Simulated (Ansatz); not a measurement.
**CoSi2 in the AlB2-type structure**

Level of theory: DFT, PBEsol, scalar-relativistic, collinear spin; plane waves to 420 eV with PAW datasets (Ansatz 0.2.0), Γ-centred 10×10×12 mesh, 0.05 eV Gaussian smearing. The datasets are Ansatz's generated set soft_2.

```yaml
crystal:
  lattice:
    - [4.11821, 0.00000, 0.00000]
    - [-2.05911, 3.56648, 0.00000]
    - [0.00000, 0.00000, 2.47568]
  atoms:
    - { symbol: Co, position: [0.00000, 0.00000, 0.00000] }
    - { symbol: Si, position: [0.33333, 0.66667, 0.50000] }
    - { symbol: Si, position: [0.66667, 0.33333, 0.50000] }
```

The start was a prototype's sites filled with these elements. The Crystallography Open Database lists the compound in space group Fm-3m, so this is a trial structure.

Magnetic state: non-magnetic, site spin moments none.

The cell has space group P6/mmm (read at 0.01 Å). In it the stress is 0.01, 0.01, 0.00, 0.00, 0.00, 0.00 GPa and the largest force component 0.000 eV/Å. Each change below starts from this cell, without further relaxation. Stress is in GPa, positive in compression, in the order xx, yy, zz, yz, xz, xy; energies are counted from the cell above and are free energies with the smearing's entropy, which match forces and stress in a metal.

Problem. What happens when atom 2 (Si) is moved by 0.08 Å along y?

Solution. The energy changes by 25.6 meV per cell, and the force on it along the shift is -0.674 eV/Å (−F/u = 8.43 eV/Å²). Stress: -3.43, 4.68, 0.10, 0.00, 0.00, 0.00.
```tsv
atom	Fx (eV/Å)	Fy	Fz
Co1	0.000	-0.107	0.000
Si2	0.000	-0.674	0.000
Si3	0.000	0.782	0.000
```
In a harmonic crystal the energy would rise by −½F·u = ½ × 8.43 × 0.08² eV = 27.0 meV, close to the run's value; the rest is anharmonic or numerical.

The starting moments died out; a magnetic state reached from other starts isn't excluded.
